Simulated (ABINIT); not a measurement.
A run of ABINIT 10.8.3 (patched build) is set up as follows.

The input run.abi:

```
# Pseudopotentials
pp_dirpath "./"
pseudos "Pt.GGA_PBE-JTH.xml"

# Structure
acell 3*1.0 Angstrom
rprim
     0.0000000000     1.9609000000     1.9609000000
     1.9609000000     0.0000000000     1.9609000000
     1.9609000000     1.9609000000     0.0000000000
ntypat 1
znucl 78
natom 1
typat 1
xred
     0.0000000000     0.0000000000     0.0000000000
chkprim 0
chksymtnons 0
tolsym 1.0e-6

# Plane-wave basis
ecut 16.0
pawecutdg 32.0
pawxcdev 0
pawovlp -1

# k points
kptopt 1
ngkpt 12 12 12
nshiftk 1
shiftk 0.0 0.0 0.0

# Exchange and correlation
ixc 11

# Bands and occupations
nband 9
occopt 3
tsmear 0.00183747

# SCF cycle
nstep 100
tolvrs 1.0e-9

# Output
iomode 3
prtwf 0
prtden 0
prteig 0
prtebands 0

# Relaxation
ionmov 2
ntime 60
tolmxf 5.0e-5
optcell 2
dilatmx 1.08
ecutsm 0.5
strtarget 3*-6.797862e-04 3*0.0
```

Potentials or basis: JTH PAW PBE v2.0.

Launch:

```bash
$ abinit run.abi > log 2>&1
```

(1) Predict the relaxed volume.

(2) Predict the relaxed cell.

## Answers

(1) 14.69 Å³/atom.

(2) a = 2.749 Å, b = 2.749 Å, c = 2.749 Å, α = 60.00°, β = 60.00°, γ = 60.00°.
